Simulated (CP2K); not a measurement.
# BN (F-43m) in CP2K: equation of state

Aim: energy against volume of BN in PBEsol, for its equilibrium volume and stiffness.

Program: CP2K 2026.2. These are calculated values, not measurements. Logs are shortened: lines on timing, memory, paths and dates and some standing lists are left out, and cuts for length are marked.

**Experimental background.**

From “Effect of nanostructuration on compressibility of cubic BN”, 2012, arxiv:1208.3664, for a bulk crystal of BN at 300 K: bulk modulus 395 ± 2 GPa.

The runs below are set against these values where they give the same quantity.

## (1) The crystal as given

Symmetry: F-43m, No. 216, cubic system. Conventional cell: a = 3.626 Å, b = 3.626 Å, c = 3.626 Å, α = 90.00°, β = 90.00°, γ = 90.00°. N (site symmetry -43m) is surrounded by 4 B at 1.57 Å. B (site symmetry -43m) is surrounded by 4 N at 1.57 Å.

The cell is a database's computed one.

## (2) Single point, PBEsol, 5.96 Å³/atom

File bn_eos.inp:

```
&GLOBAL
  PROJECT bn_eos
  RUN_TYPE ENERGY_FORCE
  PRINT_LEVEL LOW
&END GLOBAL
&FORCE_EVAL
  METHOD QS
  STRESS_TENSOR ANALYTICAL
  &DFT
    BASIS_SET_FILE_NAME BASIS_MOLOPT_UZH
    POTENTIAL_FILE_NAME POTENTIAL_UZH
    &MGRID
      CUTOFF 450
      REL_CUTOFF 60
      NGRIDS 4
    &END MGRID
    &QS
      METHOD GPW
      EPS_DEFAULT 1.0E-10
    &END QS
    &KPOINTS
      SCHEME MONKHORST-PACK 13 13 13
      GAMMA_CENTERED T
      SYMMETRY T
      SYMMETRY_BACKEND SPGLIB
    &END KPOINTS
    &SCF
      SCF_GUESS ATOMIC
      EPS_SCF 1.0E-6
      MAX_SCF 100
      ADDED_MOS 10
      CHOLESKY OFF
      EPS_EIGVAL 1.0E-7
      &DIAGONALIZATION ON
        ALGORITHM STANDARD
      &END DIAGONALIZATION
      &MIXING ON
        METHOD BROYDEN_MIXING
        ALPHA 0.4
        BETA 1.5
        NBUFFER 8
      &END MIXING
      &SMEAR ON
        METHOD FERMI_DIRAC
        ELECTRONIC_TEMPERATURE [K] 580.226
      &END SMEAR
    &END SCF
    &XC
      &XC_FUNCTIONAL
        &GGA_X_PBE_SOL
        &END GGA_X_PBE_SOL
        &GGA_C_PBE_SOL
        &END GGA_C_PBE_SOL
      &END XC_FUNCTIONAL
    &END XC
    &PRINT
      &KPOINTS ON
      &END KPOINTS
      &MULLIKEN ON
      &END MULLIKEN
      &MO ON
        ENERGIES T
        OCCUPATION_NUMBERS T
        &EACH
          QS_SCF 0
        &END EACH
        ADD_LAST NUMERIC
      &END MO
    &END PRINT
  &END DFT
  &SUBSYS
    &CELL
      ABC 2.5639706028 2.5639706028 2.5639706028
      ALPHA_BETA_GAMMA 59.9999999995 60.0000000003 60.0000000002
      PERIODIC XYZ
    &END CELL
    &COORD
      SCALED
      N   0.2500000000 0.2500000000 0.2500000000
      B   0.0000000000 0.0000000000 0.0000000000
    &END COORD
    &KIND N
      BASIS_SET TZVP-MOLOPT-PBE-GTH-q5
      POTENTIAL GTH-PBE-q5
    &END KIND
    &KIND B
      BASIS_SET TZVP-MOLOPT-PBE-GTH-q3
      POTENTIAL GTH-PBE-q3
    &END KIND
    &PRINT
      &ATOMIC_COORDINATES ON
      &END ATOMIC_COORDINATES
      &CELL ON
      &END CELL
      &SYMMETRY ON
      &END SYMMETRY
    &END PRINT
  &END SUBSYS
  &PRINT
    &FORCES ON
    &END FORCES
    &STRESS_TENSOR ON
    &END STRESS_TENSOR
  &END PRINT
&END FORCE_EVAL
```

Potentials or basis: POTENTIAL_UZH N GTH-PBE-q5, B GTH-PBE-q3; TZVP-MOLOPT-PBE-GTH basis.

Command:

```console
OMP_NUM_THREADS=1 cp2k.psmp -i bn_eos.inp -o bn_eos.out
```

bn_eos.out:

```text

 CP2K| version string:                                       CP2K version 2026.2
 CP2K| Input file name                                                bn_eos.inp

 GLOBAL| Force Environment number                                              1
 GLOBAL| Basis set file name                                    BASIS_MOLOPT_UZH
 GLOBAL| Potential file name                                       POTENTIAL_UZH
 GLOBAL| MM Potential file name                                     MM_POTENTIAL
 GLOBAL| Coordinate file name                                      __STD_INPUT__
 GLOBAL| Method name                                                        CP2K
 GLOBAL| Project name                                                     bn_eos
 GLOBAL| Run type                                                   ENERGY_FORCE
 GLOBAL| FFT library                                                       FFTW3
[... 5 lines left out ...]
 GLOBAL| Global print level                                                  LOW
 GLOBAL| Total number of message passing processes                             1
 GLOBAL| Number of threads for this process                                    1
 GLOBAL| CPU model name                                                  UNKNOWN

 CELL| Volume [angstrom^3]:                                            11.918569
 CELL| Vector a [angstrom]:       2.564     0.000     0.000   |a| =     2.563971
 CELL| Vector b [angstrom]:       1.282     2.220     0.000   |b| =     2.563971
 CELL| Vector c [angstrom]:       1.282     0.740     2.093   |c| =     2.563971
 CELL| Angle (b,c), alpha [degree]:                                    60.000000
 CELL| Angle (a,c), beta  [degree]:                                    60.000000
 CELL| Angle (a,b), gamma [degree]:                                    60.000000
 CELL| Numerically orthorhombic:                                              NO
 CELL| Periodicity                                                           XYZ

 CELL_REF| Volume [angstrom^3]:                                        11.918569
 CELL_REF| Vector a [angstrom     2.564     0.000     0.000   |a| =     2.563971
 CELL_REF| Vector b [angstrom     1.282     2.220     0.000   |b| =     2.563971
 CELL_REF| Vector c [angstrom     1.282     0.740     2.093   |c| =     2.563971
 CELL_REF| Angle (b,c), alpha [degree]:                                60.000000
 CELL_REF| Angle (a,c), beta  [degree]:                                60.000000
 CELL_REF| Angle (a,b), gamma [degree]:                                60.000000
 CELL_REF| Numerically orthorhombic:                                          NO
 CELL_REF| Periodicity                                                       XYZ
[... 9 lines left out ...]
 TOTAL NUMBERS AND MAXIMUM NUMBERS

  Total number of            - Atomic kinds:                                   2
                             - Atoms:                                          2
                             - Shell sets:                                     2
                             - Shells:                                        14
                             - Primitive Cartesian functions:                 10
                             - Cartesian basis functions:                     36
[... 136 lines left out ...]
  Self energy of the core charge distribution:                -30.90191424091751
  Core Hamiltonian energy:                                      9.49262546918699
  Hartree energy:                                              12.24632411427216
  Exchange-correlation energy:                                 -3.68131126859807
  Electronic entropic energy:                                  -0.00000000000000
  Fermi energy:                                                 0.41865538190306

  Total energy:                                               -12.84427583221334
  Total energy (extrapolated to T->0):                        -12.84427583221334

 MO| EIGENVALUES AND OCCUPATION NUMBERS FOR K POINT 1
 MO|
 MO|  Index      Eigenvalue [a.u.]        Eigenvalue [eV]             Occupation
 MO|      1              -0.259592              -7.063847               2.000000
 MO|      2              -0.054046              -1.470672               2.000000
 MO|      3               0.261913               7.127008               2.000000
 MO|      4               0.261913               7.127011               2.000000
 MO|      5               0.699493              19.034170               0.000000
 MO|      6               0.721925              19.644573               0.000000
 MO|      7               0.721925              19.644584               0.000000
 MO|      8               0.906014              24.653895               0.000000
 MO|      9               1.215345              33.071227               0.000000
 MO|     10               1.372708              37.353273               0.000000
 MO|     11               1.372726              37.353783               0.000000
 MO|     12               1.429018              38.885567               0.000000
 MO|     13               1.738927              47.318613               0.000000
[... 263 lines left out ...]
 MO|      4               0.265773               7.232048               2.000000
 MO|      5               0.707705              19.257645               0.000000
 MO|      6               0.721941              19.645009               0.000000
 MO|      7               0.728224              19.815984               0.000000
 MO|      8               0.886145              24.113238               0.000000
 MO|      9               1.169817              31.832352               0.000000
 MO|     10               1.288853              35.071481               0.000000
 MO|     11               1.326744              36.102550               0.000000
 MO|     12               1.448799              39.423814               0.000000
 MO|     13               1.767155              48.086724               0.000000
 MO|     14               1.831031              49.824885               0.000000
 MO| Sum:                                                               8.000000
 MO| E(Fermi):            0.418655 a.u.         11.392192 eV
 MO| Band gap:            0.441933 a.u.         12.025598 eV

 [... the levels of further k-points ...]

 !-----------------------------------------------------------------------------!
                     Mulliken Population Analysis

 #  Atom  Element  Kind  Atomic population                           Net charge
       1     N        1          5.697855                             -0.697855
       2     B        2          2.302145                              0.697855
 # Total charge                              8.000000                 -0.000000

 !-----------------------------------------------------------------------------!

 ENERGY| Total FORCE_EVAL ( QS ) energy [hartree]            -12.844275843269683

 FORCES| Atomic forces [hartree/bohr]
 FORCES|   Atom     x               y               z               |f|
 FORCES|      1 -5.68990741E-06 -3.20046997E-06 -2.97504669E-06   7.17418687E-06
 FORCES|      2 -1.21096855E-07 -4.32937441E-08 -1.26510622E-07   1.80398819E-07
 FORCES| Sum    -5.81100427E-06 -3.24376371E-06 -3.10155731E-06
 FORCES| Total atomic force                                       7.34230423E-06

 STRESS| Analytical stress tensor [bar]
 STRESS|                        x                   y                   z
 STRESS|      x       -2.57526906242E+04   3.51794529978E+00   2.37289415179E+00
 STRESS|      y        3.51794529978E+00  -2.57545022386E+04   1.96841464056E+00
 STRESS|      z        2.37289415179E+00   1.96841464056E+00  -2.57562241732E+04
 STRESS| 1/3 Trace                                            -2.57544723454E+04
 STRESS| Determinant                                          -1.70827566097E+13

 STRESS| Eigenvectors and eigenvalues of the analytical stress tensor [bar]
 STRESS|                        1                   2                   3
 STRESS| Eigenvalues  -2.57575173069E+04  -2.57571983398E+04  -2.57487013894E+04
 STRESS|      x          -0.092826255010     -0.678638353691      0.728583057229
 STRESS|      y          -0.466106514938      0.676229955290      0.570489057126
 STRESS|      z           0.879845442741      0.286640946951      0.379089652218
```

Run time: 1.7 min. Hardware: 1 thread of Arm Neoverse V1, shared host; peak memory 0.23 GiB.

What came out:

| Item | Value |
| --- | --- |
| Free energy | -349.5105 eV |
| Pressure | -2.6 GPa |
| Band gap on the k mesh | 4.33 eV, indirect (least direct gap 8.68 eV) |
| Mulliken charges | N -0.70; B +0.70 e |

Caveat: Mulliken charges move with the basis; the potentials were made for another functional, which shifts forces and pressure; an odd mesh through Γ misses points on the zone boundary, where band edges often lie; the basis of atomic orbitals isn't converged, which shifts pressures, moduli and gaps.

## (3) Single point, PBEsol, 5.84 Å³/atom (volume scaled by 0.98)

Edit bn_eos.inp of step 2 so:

```diff
@@ -11,2 +11,3 @@
     POTENTIAL_FILE_NAME POTENTIAL_UZH
+    WFN_RESTART_FILE_NAME previous-RESTART.kp
     &MGRID
@@ -27,3 +28,3 @@
     &SCF
-      SCF_GUESS ATOMIC
+      SCF_GUESS RESTART
       EPS_SCF 1.0E-6
@@ -72,4 +73,4 @@
     &CELL
-      ABC 2.5639706028 2.5639706028 2.5639706028
-      ALPHA_BETA_GAMMA 59.9999999995 60.0000000003 60.0000000002
+      ABC 2.5467622279 2.5467622280 2.5467622279
+      ALPHA_BETA_GAMMA 59.9999999978 59.9999999992 59.9999999995
       PERIODIC XYZ
```

Potentials or basis: POTENTIAL_UZH N GTH-PBE-q5, B GTH-PBE-q3; TZVP-MOLOPT-PBE-GTH basis.

Command:

```console
OMP_NUM_THREADS=1 cp2k.psmp -i bn_eos.inp -o bn_eos.out
```

It took 92 s on 1 thread of Arm Neoverse V1, shared host; peak memory 0.22 GiB.

Results (log left out):

* Free energy: -349.5087 eV
* Pressure: 5.1 GPa
* Band gap on the k mesh: 4.36 eV, indirect (least direct gap 8.77 eV)
* Mulliken charges: N -0.68; B +0.68 e

Caveat: Mulliken charges move with the basis; the potentials were made for another functional, which shifts forces and pressure; an odd mesh through Γ misses points on the zone boundary, where band edges often lie; the basis of atomic orbitals isn't converged, which shifts pressures, moduli and gaps.

## (4) Single point, PBEsol, 6.08 Å³/atom (volume scaled by 1.02)

Edit bn_eos.inp of step 3 so:

```diff
@@ -73,4 +73,4 @@
     &CELL
-      ABC 2.5467622279 2.5467622280 2.5467622279
-      ALPHA_BETA_GAMMA 59.9999999978 59.9999999992 59.9999999995
+      ABC 2.5809510354 2.5809510354 2.5809510355
+      ALPHA_BETA_GAMMA 59.9999999993 60.0000000008 60.0000000002
       PERIODIC XYZ
```

Command:

```console
OMP_NUM_THREADS=1 cp2k.psmp -i bn_eos.inp -o bn_eos.out
```

Wall time 92 s (1 thread of Arm Neoverse V1, shared host); peak memory 0.22 GiB.

It converged, with:

* Free energy: -349.5014 eV
* Pressure: -9.6 GPa
* Band gap on the k mesh: 4.31 eV, indirect (least direct gap 8.59 eV)
* Mulliken charges: N -0.72; B +0.72 e

Caveat: Mulliken charges move with the basis; the potentials were made for another functional, which shifts forces and pressure; an odd mesh through Γ misses points on the zone boundary, where band edges often lie; the basis of atomic orbitals isn't converged, which shifts pressures, moduli and gaps.

## (5) Single point, PBEsol, 5.72 Å³/atom (volume scaled by 0.96)

Edit bn_eos.inp of step 4 so:

```diff
@@ -73,4 +73,4 @@
     &CELL
-      ABC 2.5809510354 2.5809510354 2.5809510355
-      ALPHA_BETA_GAMMA 59.9999999993 60.0000000008 60.0000000002
+      ABC 2.5293181035 2.5293181035 2.5293181035
+      ALPHA_BETA_GAMMA 59.9999999988 59.9999999993 59.9999999992
       PERIODIC XYZ
```

Command:

```console
OMP_NUM_THREADS=1 cp2k.psmp -i bn_eos.inp -o bn_eos.out
```

Run time: 66 s. Hardware: 1 thread of Arm Neoverse V1, shared host; peak memory 0.22 GiB.

Results (log left out):

- Free energy: -349.4948 eV
- Pressure: 13.6 GPa
- Band gap on the k mesh: 4.38 eV, indirect (least direct gap 8.86 eV)
- Mulliken charges: N -0.65; B +0.65 e

Caveat: Mulliken charges move with the basis; the potentials were made for another functional, which shifts forces and pressure; an odd mesh through Γ misses points on the zone boundary, where band edges often lie; the basis of atomic orbitals isn't converged, which shifts pressures, moduli and gaps.

(Part 1 of 2 ends here.)
